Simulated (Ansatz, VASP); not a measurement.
## TiB2: VASP beside Ansatz

Contents of INCAR:

```
PREC     = Accurate       # precision mode
ENCUT    = 600            # plane-wave cutoff, eV
EDIFF    = 1E-6           # SCF threshold, eV
ISMEAR   = -1             # smearing method
SIGMA    = 0.05           # smearing width, eV
LREAL    = False          # projectors in reciprocal space
LASPH    = True           # aspherical terms in the spheres
NELM     = 60             # most SCF steps
ALGO     = Normal         # electronic algorithm
ISIF     = 3              # what is computed and relaxed
LWAVE    = False          # write WAVECAR
LCHARG   = False          # write CHGCAR
GGA      = B5             # functional
ALDAX    = 1.0          
AGGAX    = 1.0          
AGGAC    = 1.0          
ALDAC    = 0.0          
IVDW     = 12             # dispersion correction
VDW_S6   = 1.0          
VDW_S8   = 2.6996       
VDW_A1   = 0.4298       
VDW_A2   = 4.2359       
IBRION   = 2              # ionic algorithm
NSW      = 60             # ionic steps
EDIFFG   = -0.01          # ionic threshold
```

Contents of KPOINTS:

```
Automatic mesh
0
Gamma
  10 10 8
```

Contents of POSCAR:

```
TiB2
1.0
    3.0292000000      0.0000000000      0.0000000000
   -1.5146000000      2.6233641531      0.0000000000
    0.0000000000      0.0000000000      3.2284000000
Ti B
1 2
Direct
    0.0000000000      0.0000000000      0.0000000000
    0.6666666667      0.3333333333      0.5000000000
    0.3333333333      0.6666666667      0.5000000000
```

Contents of input.yaml:

```yaml
crystal:
  lattice:
    - [3.0292, 0.0, 0.0]
    - [-1.5146, 2.6233641531, 0.0]
    - [0.0, 0.0, 3.2284]
  atoms:
    - { symbol: Ti, position: [0.0, 0.0, 0.0] }
    - { symbol: B, position: [0.6666666667, 0.3333333333, 0.5] }
    - { symbol: B, position: [0.3333333333, 0.6666666667, 0.5] }
hamiltonian:
  xc: blyp
  pseudopotentials: { kind: paw }
  dispersion: d3bj
kpoints:
  mp_grid: { grid: [10, 10, 8] }
scf:
  occupations: { method: fermi_dirac, width: 0.05 }
output:
  forces: true
  stress: true
relax:
  f_tol: 0.01
  max_steps: 40
  cell: { stress_tol: 0.05 }
```

Alike in both runs: task relaxation of cell and atoms; functional BLYP; dispersion D3(BJ); k mesh 10 × 10 × 8; occupations fermi-dirac, width 0.05 eV; no spin polarisation.

|  | VASP | Ansatz |
| --- | --- | --- |
| version | VASP 6.6.1 | Ansatz 0.2.0 |
| potentials or method | VASP PAW PBE potentials, release 64 (Ti_sv, B) | Ansatz PAW |
| plane-wave cutoff (eV) | 600 | 420 |
| valence electrons in the cell | 18 | 18 |

Ansatz gave:

- relaxed volume (Å³/atom): 8.18
- relaxed cell length with the largest relative difference (Å): 3.195
- energy change over the relaxation (meV/atom): -14

Question: Which values does VASP return?

Answer: Relaxed volume (Å³/atom): 8.19; relaxed cell length with the largest relative difference (Å): 3.197; energy change over the relaxation (meV/atom): -14.

Caveats: the PAW data sets were made with another functional, which shifts forces and pressure a little (VASP); pairwise dispersion overbinds metals, which lowers pressure and volume (VASP); the plane-wave basis is chosen anew once the cell has moved, so the energies of steps on either side of that aren't comparable (Ansatz); the pressure holds a Pulay correction of +0.3 GPa for the finite cutoff (Ansatz); the PAW data sets come from PBE, with cores solved anew for the run's functional, which leaves a small shift of forces and pressure (Ansatz).
